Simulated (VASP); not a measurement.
# MoS2 (P6_3/mmc) in VASP: settings compared

One crystal, MoS2, is run at these levels: PBE, r2SCAN; tasks: relaxation of cell and atoms.

All numbers are computed with VASP 6.6.1; they aren't measurements. Logs are shortened: lines on timing, memory, paths and dates and some standing lists are left out, and cuts for length are marked.

## 1. The structure

Symmetry: P6_3/mmc, No. 194, hexagonal system. Conventional cell: a = 3.082 Å, b = 3.082 Å, c = 11.357 Å, α = 90.00°, β = 90.00°, γ = 120.00°. Around Mo (site symmetry -6m2) lie 6 S at 2.37 Å. Around S (site symmetry 3m) lie 3 Mo at 2.37 Å.

## 2. Relaxation of cell and atoms, PBE, target pressure 13.7 GPa, at which the enthalpy is minimised

The input, INCAR:

```
PREC     = Accurate       # precision mode
ENCUT    = 600            # plane-wave cutoff, eV
EDIFF    = 1E-7           # SCF threshold, eV
ISMEAR   = 0              # smearing method
SIGMA    = 0.03           # smearing width, eV
LREAL    = False          # projectors in reciprocal space
LASPH    = True           # aspherical terms in the spheres
NELM     = 80             # most SCF steps
ALGO     = Normal         # electronic algorithm
ISIF     = 3              # what is computed and relaxed
LWAVE    = False          # write WAVECAR
LCHARG   = False          # write CHGCAR
GGA      = PE             # functional
IBRION   = 2              # ionic algorithm
NSW      = 90             # ionic steps
EDIFFG   = -0.005         # ionic threshold
PSTRESS  = 137.0        
KPAR     = 2
```

The input, KPOINTS:

```
regular mesh
0
Gamma
  12 12 3
```

The input, POSCAR:

```
MoS2                                    
1.0
    3.0819933824     -0.0000000000      0.0000000000
   -1.5409966912      2.6690845635      0.0000000000
   -0.0000000000     -0.0000000000     11.3573925881
  Mo              S             
     2     4
Direct
     0.3333333332999970    0.6666666667000030    0.2500000000000000
     0.6666666667000030    0.3333333332999970    0.7500000000000000
     0.3333333332999970    0.6666666667000030    0.6117294524738722
     0.6666666667000030    0.3333333332999970    0.1117294524738722
     0.3333333332999970    0.6666666667000030    0.8882705475261278
     0.6666666667000030    0.3333333332999970    0.3882705475261279
```

Potentials or basis: VASP PAW PBE potentials, release 64 (Mo_sv, S).

The run is started by

```console
$ cat potpaw_PBE.64/Mo_sv/POTCAR potpaw_PBE.64/S/POTCAR > POTCAR
$ mpirun -np 2 vasp_std > vasp.out
```

OUTCAR:

```text
PREC = Accurate
   ENCUT = 600
   EDIFF = 1E-7
   ISMEAR = 0
   LREAL = False
   LASPH = True
   NELM = 80
   ISIF = 3
   GGA = PE
   IBRION = 2
   NSW = 90
   EDIFFG = -0.005
   PSTRESS = 137.0

 ion  position               nearest neighbor table
   1  0.333  0.667  0.250-   4 2.37   6 2.37   4 2.37   6 2.37   4 2.37   6 2.37
   2  0.667  0.333  0.750-   3 2.37   5 2.37   3 2.37   5 2.37   3 2.37   5 2.37
   3  0.333  0.667  0.612-   2 2.37   2 2.37   2 2.37
   4  0.667  0.333  0.112-   1 2.37   1 2.37   1 2.37
   5  0.333  0.667  0.888-   2 2.37   2 2.37   2 2.37
   6  0.667  0.333  0.388-   1 2.37   1 2.37   1 2.37

  LATTYP: Found a hexagonal cell.
 ALAT       =     3.0819933824
 C/A-ratio  =     3.6850801345

  Lattice vectors:

 A1 = (   3.0819933824,   0.0000000000,   0.0000000000)
 A2 = (  -1.5409966912,   2.6690845635,   0.0000000000)
 A3 = (   0.0000000000,   0.0000000000,  11.3573925881)

Analysis of symmetry for initial positions (statically):
=====================================================================
 Subroutine PRICEL returns:
 Original cell was already a primitive cell.

 Routine SETGRP: Setting up the symmetry group for a
 hexagonal supercell.

 Subroutine GETGRP returns: Found 24 space group operations
 (whereof 12 operations were pure point group operations)
 out of a pool of 24 trial point group operations.

The static configuration has the point symmetry D_3d.
 The point group associated with its full space group is D_6h.

Analysis of symmetry for dynamics (positions and initial velocities):
=====================================================================
 Subroutine PRICEL returns:
 Original cell was already a primitive cell.

 Routine SETGRP: Setting up the symmetry group for a
 hexagonal supercell.

 Subroutine GETGRP returns: Found 24 space group operations
 (whereof 12 operations were pure point group operations)
 out of a pool of 24 trial point group operations.

The dynamic configuration has the point symmetry D_3d.
 The point group associated with its full space group is D_6h.

 Subroutine INISYM returns: Found 24 space group operations
 (whereof 12 operations are pure point group operations),
 and found     1 'primitive' translations

----------------------------------------------------------------------------------------

                                     Primitive cell

  volume of cell :      93.4271

  direct lattice vectors                    reciprocal lattice vectors
     3.081993382  0.000000000  0.000000000     0.324465330  0.187330146  0.000000000
    -1.540996691  2.669084563  0.000000000     0.000000000  0.374660291  0.000000000
     0.000000000  0.000000000 11.357392588     0.000000000  0.000000000  0.088048378

  length of vectors
     3.081993382  3.081993382 11.357392588     0.374660291  0.374660291  0.088048378

  position of ions in fractional coordinates (direct lattice)
     0.333333333  0.666666667  0.250000000
     0.666666667  0.333333333  0.750000000
     0.333333333  0.666666667  0.611729452
     0.666666667  0.333333333  0.111729452
     0.333333333  0.666666667  0.888270548
     0.666666667  0.333333333  0.388270548

  ion indices of the primitive-cell ions
   primitive index   ion index
                 1           1
                 2           2
                 3           3
                 4           4
                 5           5
                 6           6

----------------------------------------------------------------------------------------

 KPOINTS: regular mesh

Automatic generation of k-mesh.
 Grid dimensions read from file:
 generate k-points for:   12   12    3

 Generating k-lattice:

  Cartesian coordinates                     Fractional coordinates (reciprocal lattice)
     0.027038778  0.015610845  0.000000000     0.083333333  0.000000000  0.000000000
     0.000000000  0.031221691  0.000000000     0.000000000  0.083333333  0.000000000
     0.000000000  0.000000000  0.029349459     0.000000000  0.000000000  0.333333333

  Length of vectors
     0.031221691  0.031221691  0.029349459

  Shift w.r.t. Gamma in fractional coordinates (k-lattice)
     0.000000000  0.000000000  0.000000000

 Subroutine IBZKPT returns following result:
 ===========================================

 Found     38 irreducible k-points:

 Following reciprocal coordinates:
            Coordinates               Weight
  0.000000  0.000000  0.000000      1.000000
  0.083333 -0.000000  0.000000      6.000000
  0.166667 -0.000000  0.000000      6.000000
  0.250000 -0.000000  0.000000      6.000000
  0.333333 -0.000000  0.000000      6.000000
  0.416667 -0.000000  0.000000      6.000000
[... 16 lines left out ...]
  0.250000 -0.000000  0.333333     12.000000
  0.333333 -0.000000  0.333333     12.000000
 [... further k-points ...]
   k-points           NKPTS =     38   k-points in BZ     NKDIM =     38   number of bands    NBANDS=     31
   number of dos      NEDOS =    301   number of ions     NIONS =      6
   total plane-waves  NPLWV =  75264
   dimension x,y,z NGX =    28 NGY =   28 NGZ =   96
   dimension x,y,z NGXF=    56 NGYF=   56 NGZF=  192
   ions per type =               2   4
   NGX,Y,Z   is equivalent  to a cutoff of  15.10, 15.10, 14.05 a.u.
   NGXF,Y,Z  is equivalent  to a cutoff of  30.21, 30.21, 28.10 a.u.
 SYSTEM =  unknown system
   PREC   = accura    normal or accurate (medium, high low for compatibility)
   ISTART =      0    job   : 0-new  1-cont  2-samecut
   ICHARG =      2    charge: 1-file 2-atom 10-const
   ISPIN  =      1    spin polarized calculation?
   LNONCOLLINEAR =      F non collinear calculations
   LSORBIT =      F    spin-orbit coupling
   LASPH  =      T    aspherical Exc in radial PAW
   ENCUT  =  600.0 eV  44.10 Ry    6.64 a.u.   6.16  6.16 22.68*2*pi/ulx,y,z
   NELM   =     80;   NELMIN=  2; NELMDL= -5     # of ELM steps
   EDIFF  = 0.1E-06   stopping-criterion for ELM
   LREAL  =      F    real-space projection
   EDIFFG = -.5E-02   stopping-criterion for IOM
   NSW    =     90    number of steps for IOM
   IBRION =      2    ionic relax: 0-MD 1-quasi-New 2-CG
   NFREE  =      1    steps in history (QN), initial steepest desc. (CG)
   ISIF   =      3    stress and relaxation
   ISYM   =      2    0-nonsym 1-usesym 2-fastsym
   POTIM  = 0.5000    time-step for ionic-motion
   TEBEG  =    0.0;   TEEND  =   0.0 temperature during run
   PSTRESS=  137.0 pullay stress
   NELECT =      52.0000    total number of electrons
   NUPDOWN=      -1.0000    fix difference up-down
   EMIN   =  10.00;   EMAX   =-10.00  energy-range for DOS
   EFERMI =   0.00;   METHOD = LEGACY
   ISMEAR =     0;   SIGMA  =   0.03  broadening in eV -4-tet -1-fermi 0-gaus
   EFERMI_NEDOS =   21; number of points for ismear=-14 and -15
   IALGO  =     38    algorithm
   IMIX   =      4    mixing-type and parameters
     AMIX     =   0.40;   BMIX     =  1.00
     AMIX_MAG =   1.60;   BMIX_MAG =  1.00
  volume/ion in A,a.u.               =      15.57       105.08
  Fermi-wavevector in a.u.,A,eV,Ry     =   1.346641  2.544782 24.673363  1.813441
  Thomas-Fermi vector in A             =   2.474456
   LORBIT       =      0    0 simple, 1 ext, 2 COOP (PROOUT), +10 PAW based schemes
   GGA     = PE    functional components
   LHFCALC =     F    Hartree Fock is set to
   AEXX    =    0.0000 exact exchange contribution
   IVDW    =     0    specifies the selected vdW correction
   LEPSILON=     F    determine dielectric tensor
   LRPA    =     F    only Hartree local field effects (RPA)
 conjugate gradient relaxation of ions
 non-spin polarized calculation
 Gauss-broadening in eV      SIGMA  =   0.03
  energy-cutoff  :      600.00
  volume of cell :       93.43
 maximum number of plane-waves:      3138
 NGX is ok and might be reduce to    28
   NGX = 13   NGY = 13   NGZ = 45

 number of electron      52.0000004 magnetization

 Free energy of the ion-electron system (eV)
  ---------------------------------------------------
  ext. energy  EPLUGINS =         0.00000000
  ---------------------------------------------------
  free energy    TOTEN  =       -43.00612743 eV

  energy without entropy =      -43.00612743  energy(sigma->0) =      -43.00612743

 E-fermi :   9.8873     XC(G=0): -11.6698

 val. band max:        9.6641070963   @ k =   0.0000   0.0000   0.0000
 cond. band min:      10.0368897176   @ k =   0.1667   0.1667   0.0000
 fundamental gap:      0.3727826213
 Fermi energy:         9.8873136536

 k-point     1 :       0.0000    0.0000    0.0000
  band No.  band energies     occupation
      1     -52.0520      2.00000
      2     -52.0520      2.00000
      3     -26.2686      2.00000
      4     -26.2680      2.00000
      5     -25.9440      2.00000
      6     -25.9440      2.00000
[... 23 lines left out ...]
     30      11.6233      0.00000
     31      11.6903      0.00000

 k-point     2 :       0.0833   -0.0000    0.0000
  band No.  band energies     occupation
      1     -52.0482      2.00000
      2     -52.0482      2.00000
      3     -26.2614      2.00000
      4     -26.2609      2.00000
      5     -25.9797      2.00000
      6     -25.9797      2.00000
[... 23 lines left out ...]
     30      11.5960      0.00000
     31      11.7731      0.00000

 k-point     3 :       0.1667   -0.0000    0.0000
  band No.  band energies     occupation
      1     -52.0377      2.00000
      2     -52.0377      2.00000
      3     -26.2418      2.00000
      4     -26.2413      2.00000
      5     -26.0765      2.00000
      6     -26.0765      2.00000
[... 23 lines left out ...]
     30      11.6909      0.00000
     31      11.7427      0.00000

 k-point     4 :       0.2500   -0.0000    0.0000
  band No.  band energies     occupation
      1     -52.0233      2.00000
      2     -52.0233      2.00000
      3     -26.2148      2.00000
      4     -26.2145      2.00000
      5     -26.2065      2.00000
      6     -26.2065      2.00000
[... 23 lines left out ...]
     30      11.6155      0.00000
     31      11.7391      0.00000

 k-point     5 :       0.3333   -0.0000    0.0000
  band No.  band energies     occupation
      1     -52.0089      2.00000
      2     -52.0089      2.00000
      3     -26.3341      2.00000
      4     -26.3340      2.00000
      5     -26.1878      2.00000
      6     -26.1875      2.00000
[... 23 lines left out ...]
     30      11.8115      0.00000
     31      11.9489      0.00000
[... 542 lines left out ...]
     30      11.6591      0.00000
     31      11.6889      0.00000

 k-point    22 :       0.1667   -0.0000    0.3333
  band No.  band energies     occupation
      1     -52.0377      2.00000
      2     -52.0377      2.00000
      3     -26.2416      2.00000
      4     -26.2414      2.00000
      5     -26.0765      2.00000
      6     -26.0765      2.00000
[... 23 lines left out ...]
     30      11.5229      0.00000
     31      11.7722      0.00000

 k-point    23 :       0.2500   -0.0000    0.3333
  band No.  band energies     occupation
      1     -52.0233      2.00000
      2     -52.0233      2.00000
      3     -26.2147      2.00000
      4     -26.2146      2.00000
      5     -26.2065      2.00000
      6     -26.2065      2.00000
[... 23 lines left out ...]
     30      11.2970      0.00000
     31      12.0561      0.00000

 k-point    24 :       0.3333   -0.0000    0.3333
  band No.  band energies     occupation
      1     -52.0089      2.00000
      2     -52.0089      2.00000
      3     -26.3341      2.00000
      4     -26.3340      2.00000
      5     -26.1877      2.00000
      6     -26.1876      2.00000
[... 23 lines left out ...]
     30      11.4362      0.00000
     31      12.3841      0.00000

 [... further k-points ...]

------------------------ aborting loop because EDIFF is reached ----------------------------------------

  FORCE on cell =-STRESS in cart. coord.  units (eV):
  Direction    XX          YY          ZZ          XY          YZ          ZX
  --------------------------------------------------------------------------------------
  -------------------------------------------------------------------------------------
  Total        7.9758421      7.9758421      7.9756712      0.0000000     -0.0000000      0.0000000
  in kB      136.7774356    136.7774356    136.7745048      0.0000000     -0.0000000      0.0000000
  external PRESSURE =      -0.2235413 kB  Pullay stress =     137.0000000 kB

 VOLUME and BASIS-vectors are now :
 -----------------------------------------------------------------------------
  energy-cutoff  :      600.00
  volume of cell :       93.43
      direct lattice vectors                 reciprocal lattice vectors
     3.081993382  0.000000000  0.000000000     0.324465330  0.187330146  0.000000000
    -1.540996691  2.669084563  0.000000000     0.000000000  0.374660291  0.000000000
     0.000000000  0.000000000 11.357392588     0.000000000  0.000000000  0.088048378

 POSITION                                       TOTAL-FORCE (eV/Angst)
 -----------------------------------------------------------------------------------
     -0.00000      1.77939      2.83935         0.000000     -0.000000      0.000000
      1.54100      0.88969      8.51804        -0.000000      0.000000      0.000000
     -0.00000      1.77939      6.94765        -0.000000      0.000000     -0.000482
      1.54100      0.88969      1.26896        -0.000000     -0.000000     -0.000482
     -0.00000      1.77939     10.08844        -0.000000      0.000000      0.000482
      1.54100      0.88969      4.40974         0.000000     -0.000000      0.000482
 -----------------------------------------------------------------------------------
    total drift:                               -0.000000      0.000000     -0.000000

  FREE ENERGIE OF THE ION-ELECTRON SYSTEM (eV)
  ---------------------------------------------------
  free  energy   TOTEN  =       -43.0061274284 eV

  energy  without entropy=      -43.0061274284  energy(sigma->0) =      -43.00612743

  enthalpy is  TOTEN    =       -35.0173070157 eV   P V=        7.9888204127

 reached required accuracy - stopping structural energy minimisation
```

Run time: 2.5 min. Hardware: 2 MPI ranks of Intel Xeon Platinum 8375C at 2.90GHz (Ice Lake), shared host; peak memory 0.31 GiB.

Results:

- Free energy: -43.0061 eV
- Pressure after relaxing: 13.7 GPa
- Band gap on the k mesh: 0.37 eV, indirect (least direct gap 1.77 eV)

Final structure:
```cif
data_structure
_symmetry_space_group_name_H-M 'P 1'
_symmetry_Int_Tables_number 1
_cell_length_a 3.0820
_cell_length_b 3.0820
_cell_length_c 11.3574
_cell_angle_alpha 90.000
_cell_angle_beta 90.000
_cell_angle_gamma 120.000
_cell_volume 93.43
loop_
_atom_site_label
_atom_site_type_symbol
_atom_site_fract_x
_atom_site_fract_y
_atom_site_fract_z
_atom_site_occupancy
Mo1 Mo 0.33333 0.66667 0.25000 1
Mo2 Mo 0.66667 0.33333 0.75000 1
S1 S 0.33333 0.66667 0.61173 1
S2 S 0.66667 0.33333 0.11173 1
S3 S 0.33333 0.66667 0.88827 1
S4 S 0.66667 0.33333 0.38827 1
```

Caveat: the relaxation stopped at its first step, so nothing moved; the cell is relaxed towards a set pressure, so the enthalpy falls and the energy may rise; an odd mesh through Γ misses points on the zone boundary, where band edges often lie.

(Part 1 of 2 ends here.)
